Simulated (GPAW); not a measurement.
Crystal: BaTiO3.

```
CELL_PARAMETERS angstrom
3.99980 0.00000 0.00000
0.00000 3.99980 0.00000
0.00000 0.00000 4.01800
ATOMIC_POSITIONS crystal
Ba 0.00000 0.00000 0.00000
Ti 0.50000 0.50000 0.49000
O 0.00000 0.50000 0.51700
O 0.50000 0.00000 0.51700
O 0.50000 0.50000 0.01900
```

| Quantity | Value |
| --- | --- |
| Program | GPAW 26.7.0 |
| Task | relaxation of cell and atoms |
| Functional | revPBE |
| Dispersion | D4 |
| Potentials or basis | the program's PAW data sets (release 1.2.1) made for this functional |
| Cutoff | 800 eV |
| Basis | pw |
| k mesh | 4 × 4 × 4 |
| Occupations | fermi-dirac, width 0.05 eV |
| Spin | no spin polarisation |

At the start: pressure 1.5 GPa; volume 12.86 Å³/atom.

Q: Where does the relaxation end?

A: Over 16 steps the energy falls by 6.3 meV/atom and the volume is 13.22 Å³/atom (+2.8 %); space group P4mm (No. 99, to 0.05 Å).

The path:
```tsv
step	energy change (eV)	largest force (eV/Å)	pressure (GPa)	volume (Å³)
1	0.0000	0.2921	1.54	64.28
2	-0.0026	0.2506	1.46	64.35
3	-0.0129	0.1846	0.99	65.00
4	-0.0142	0.0889	0.84	64.99
5	-0.0172	0.0606	0.31	65.17
6	-0.0209	0.1360	-0.57	65.59
7	-0.0230	0.1341	-1.03	65.92
8	-0.0250	0.0758	-1.22	66.20
9	-0.0267	0.0681	-1.14	66.34
10	-0.0294	0.1217	-0.72	66.38
11	-0.0310	0.0742	-0.19	66.23
12	-0.0312	0.0352	-0.01	66.11
13	-0.0312	0.0340	0.00	66.09
14	-0.0313	0.0248	0.01	66.06
15	-0.0314	0.0208	0.00	66.07
16	-0.0314	0.0128	-0.01	66.10
```

Final structure:
```xyz
5
Lattice="3.9833 0.0000 0.0000 0.0000 3.9833 0.0000 0.0000 0.0000 4.1657" Properties=species:S:1:pos:R:3 pbc="T T T"
Ba    0.0000    0.0000   -0.0339
Ti    1.9916    1.9916    1.9785
O     0.0000    1.9916    2.1653
O     1.9916    0.0000    2.1653
O     1.9916    1.9916    0.1537
```

Caveat: the k mesh is coarse; later steps reuse the first step's grids.
